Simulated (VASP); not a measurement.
## CdTe: single point with PBEsol

**The experiment to reproduce.**

From a printed reference work, data compilation, for a bulk crystal of CdTe at 0 K: band gap 1.607 eV.

Crystal: CdTe.

```
CELL_PARAMETERS angstrom
0.00000 3.20500 3.20500
3.20500 0.00000 3.20500
3.20500 3.20500 0.00000
ATOMIC_POSITIONS crystal
Cd 0.00000 0.00000 0.00000
Te 0.75000 0.75000 0.75000
```

| Item | Value |
| --- | --- |
| Program | VASP 6.6.1 |
| Task | single point |
| Functional | PBEsol |
| Potentials or basis | VASP PAW PBE potentials, release 64 (Cd, Te) |
| Cutoff | 500 eV |
| k mesh | 10 × 10 × 10 |
| Occupations | fermi-dirac, width 0.08 eV |
| Spin | no spin polarisation |

- Pressure: 1.9 GPa
- Band gap on the k mesh: 0.76 eV, direct

Levels at points of the mesh, in eV from the valence-band top:
| k point | band 5 | band 6 | band 7 | band 8 | band 9 | band 10 | band 11 | band 12 | band 13 | band 14 |
| --- | --- | --- | --- | --- | --- | --- | --- | --- | --- | --- |
| (0.00, 0.00, 0.00) | -8.09 | -8.09 | 0.00 | 0.00 | 0.00 | 0.76 | 4.52 | 4.52 | 4.52 | 7.34 |
| (0.50, 0.00, 0.00) | -8.08 | -7.71 | -4.67 | -0.83 | -0.83 | 1.76 | 5.11 | 5.11 | 6.95 | 8.65 |
| (0.50, 0.50, 0.00) | -8.05 | -7.57 | -4.51 | -2.00 | -2.00 | 2.41 | 2.59 | 8.91 | 9.24 | 9.24 |

Run time: 18 s on 1 thread of Intel(R) Xeon(R) 6975P-C (Granite Rapids), with other jobs on the host, peak memory 0.23 GiB.

Against the measured gap of CdTe, 1.607 eV (0 K; a printed reference work, data compilation), the calculated 0.76 eV is off by -0.85 eV. Spin-orbit coupling on Cd, Te is left out. The value is that of PBEsol, without temperature or zero-point motion. Semilocal functionals fall short of measured gaps as a rule.

Caveat: the PAW data sets were made with another functional, which shifts forces and pressure a little; spin-orbit coupling is left out, which moves the levels of the heavy elements.
